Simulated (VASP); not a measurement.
**CaF2 in VASP 6.6.1, single-point calculation**

INCAR

```
LWAVE = .FALSE.
LCHARG = .FALSE.
LREAL = .FALSE.
LASPH = .TRUE.
NELM = 82
SIGMA = 0.02
NBANDS = 19
NSW = 0
ISIF = 2
PREC = Accurate
ISMEAR = -1
ENCUT = 520
EDIFF = 1E-7
GGA = RE
IBRION = -1
```

KPOINTS

```
KPOINTS created by Atomic Simulation Environment
0
Gamma
8 8 8
0 0 0
```

POSCAR

```
Ca F
 1.0000000000000000
     0.0000000000000000    2.7739848333000001    2.7739848333000001
     2.7739848333000001    0.0000000000000000    2.7739848333000001
     2.7739848333000001    2.7739848333000001    0.0000000000000000
 Ca  F
   1   2
Cartesian
  0.0000000000000000  0.0000000000000000  0.0000000000000000
  1.3869924166500001  1.3869924166500001  1.3869924166500001
  4.1609772499500002  4.1609772499500002  4.1609772499500002
```

The recommended PBE PAW datasets give the neutral cell 24 valence electrons.

Command

```
mpirun -np 1 vasp_std
```

OSZICAR

```
N       E                     dE             d eps       ncg     rms          rms(c)
DAV:   1     0.213902530487E+03    0.21390E+03   -0.13405E+04  1102   0.127E+03
DAV:   2    -0.644604632795E+01   -0.22035E+03   -0.21369E+03  1287   0.348E+02
DAV:   3    -0.174635612353E+02   -0.11018E+02   -0.10967E+02  1274   0.824E+01
DAV:   4    -0.178449163735E+02   -0.38136E+00   -0.38045E+00  1727   0.119E+01
DAV:   5    -0.178471100045E+02   -0.21936E-02   -0.21936E-02  1257   0.105E+00    0.817E+00
DAV:   6    -0.164825686894E+02    0.13645E+01   -0.57960E+00  1189   0.162E+01    0.308E+00
DAV:   7    -0.165047947056E+02   -0.22226E-01   -0.11842E-01  1323   0.335E+00    0.177E+00
DAV:   8    -0.165519077878E+02   -0.47113E-01   -0.58798E-02  1163   0.245E+00    0.233E-01
DAV:   9    -0.165569278034E+02   -0.50200E-02   -0.11228E-02  1286   0.756E-01    0.152E-01
DAV:  10    -0.165584169475E+02   -0.14891E-02   -0.32211E-03  1155   0.447E-01    0.274E-02
DAV:  11    -0.165584459717E+02   -0.29024E-04   -0.12563E-04  1322   0.975E-02    0.120E-02
DAV:  12    -0.165584630848E+02   -0.17113E-04   -0.33197E-05  1310   0.512E-02    0.472E-03
DAV:  13    -0.165584629782E+02    0.10665E-06   -0.76149E-06  1333   0.219E-02    0.646E-03
DAV:  14    -0.165584626362E+02    0.34194E-06   -0.41679E-06  1186   0.139E-02    0.442E-04
DAV:  15    -0.165584626722E+02   -0.35996E-07   -0.68414E-08  1056   0.267E-03
   1 F= -.16558463E+02 E0= -.16558463E+02  d E =-.232913E-10
```

From OUTCAR

```
k-points           NKPTS =     29   k-points in BZ     NKDIM =     29   number of bands    NBANDS=     19

   NELECT =      24.0000    total number of electrons

   dimension x,y,z NGX =    30 NGY =   30 NGZ =   30
   dimension x,y,z NGXF=    60 NGYF=   60 NGZF=   60

  energy-cutoff  :      520.00
  volume of cell :       42.69
      direct lattice vectors                 reciprocal lattice vectors
     0.000000000  2.773984833  2.773984833    -0.180246119  0.180246119  0.180246119
     2.773984833  0.000000000  2.773984833     0.180246119 -0.180246119  0.180246119
     2.773984833  2.773984833  0.000000000     0.180246119  0.180246119 -0.180246119

 k-points in reciprocal lattice and weights: KPOINTS created by Atomic Simulation Env
   0.00000000  0.00000000  0.00000000       0.002
   0.12500000  0.00000000  0.00000000       0.016
   0.25000000  0.00000000  0.00000000       0.016
   0.37500000  0.00000000  0.00000000       0.016
   0.50000000  0.00000000  0.00000000       0.008
   0.12500000  0.12500000  0.00000000       0.012
   0.25000000  0.12500000  0.00000000       0.047
   0.37500000  0.12500000  0.00000000       0.047
   ...

 E-fermi :  -0.6559

 k-point     1 :       0.0000    0.0000    0.0000
  band No.  band energies     occupation
      1     -37.4465      2.00000
      2     -20.9547      2.00000
      3     -20.2640      2.00000
      4     -18.3375      2.00000
      5     -18.3375      2.00000
      6     -18.3375      2.00000
      7      -2.9977      2.00000
      8      -2.9976      2.00000
      9      -2.9976      2.00000
     10      -1.2966      2.00000
     11      -1.2966      2.00000
     12      -1.2966      2.00000
     13       6.2348      0.00000
     14       7.9833      0.00000
     15       7.9833      0.00000
     16       9.8089      0.00000
     17       9.8089      0.00000
     18       9.8089      0.00000
     19      15.7864      0.00000

 k-point     2 :       0.1250    0.0000    0.0000
  band No.  band energies     occupation
      1     -37.4428      2.00000
      2     -20.9903      2.00000
      3     -20.2997      2.00000
      4     -18.3424      2.00000
      5     -18.3424      2.00000
      6     -18.2747      2.00000
      7      -2.9334      2.00000
      8      -2.9334      2.00000
      9      -2.8846      2.00000
     10      -1.4622      2.00000
     11      -1.3624      2.00000
     12      -1.3624      2.00000
     13       6.6208      0.00000
     14       8.0124      0.00000
     15       8.0124      0.00000
     16       9.6720      0.00000
     17       9.7738      0.00000
     18       9.7738      0.00000
     19      15.0687      0.00000

 k-point     3 :       0.2500    0.0000    0.0000
  band No.  band energies     occupation
      1     -37.4341      2.00000
      2     -21.0500      2.00000
      3     -20.4112      2.00000
      4     -18.3540      2.00000
      5     -18.3540      2.00000
      6     -18.1178      2.00000
      7      -2.7633      2.00000
      8      -2.7633      2.00000
      9      -2.6158      2.00000
     10      -1.8126      2.00000
     11      -1.5320      2.00000
     12      -1.5320      2.00000
     13       7.5005      0.00000
     14       8.0823      0.00000
     15       8.0823      0.00000
     16       9.4688      0.00000
     17       9.6896      0.00000
     18       9.6896      0.00000
     19      13.7717      0.00000

 ...

  Total        0.4481902      0.4481902      0.4481902     -0.0000000     -0.0000000     -0.0000000
  in kB       16.8201808     16.8201808     16.8201808     -0.0000000     -0.0000000     -0.0000000
  external PRESSURE =      16.8201808 kB  Pullay stress =       0.0000000 kB

 POSITION                                       TOTAL-FORCE (eV/Angst)
 -----------------------------------------------------------------------------------
      0.00000      0.00000      0.00000         0.000000     -0.000000     -0.000000
      1.38699      1.38699      1.38699        -0.000000     -0.000000     -0.000000
      4.16098      4.16098      4.16098         0.000000      0.000000      0.000000
 -----------------------------------------------------------------------------------
    total drift:                                0.000000     -0.000000      0.000000

  FREE ENERGIE OF THE ION-ELECTRON SYSTEM (eV)
  ---------------------------------------------------
  free  energy   TOTEN  =       -16.5584626722 eV

  energy  without entropy=      -16.5584626722  energy(sigma->0) =      -16.55846267
```

It converged. Results: gap between bands v and c on the k mesh 7.29 eV; least direct gap on the k mesh 7.53 eV; pressure 1.7 GPa. Band v is the last that the valence electrons fill when counted band by band, and c is the next.

For comparison, a separate PBE run of the intended cell, on usual settings and not on those above, gives a gap of 7.00 eV on its mesh and a pressure of -1.3 GPa.

The run above took about 27 s on one core of a shared host (Intel Xeon Platinum 8488C) and held 0.18 GiB at most.
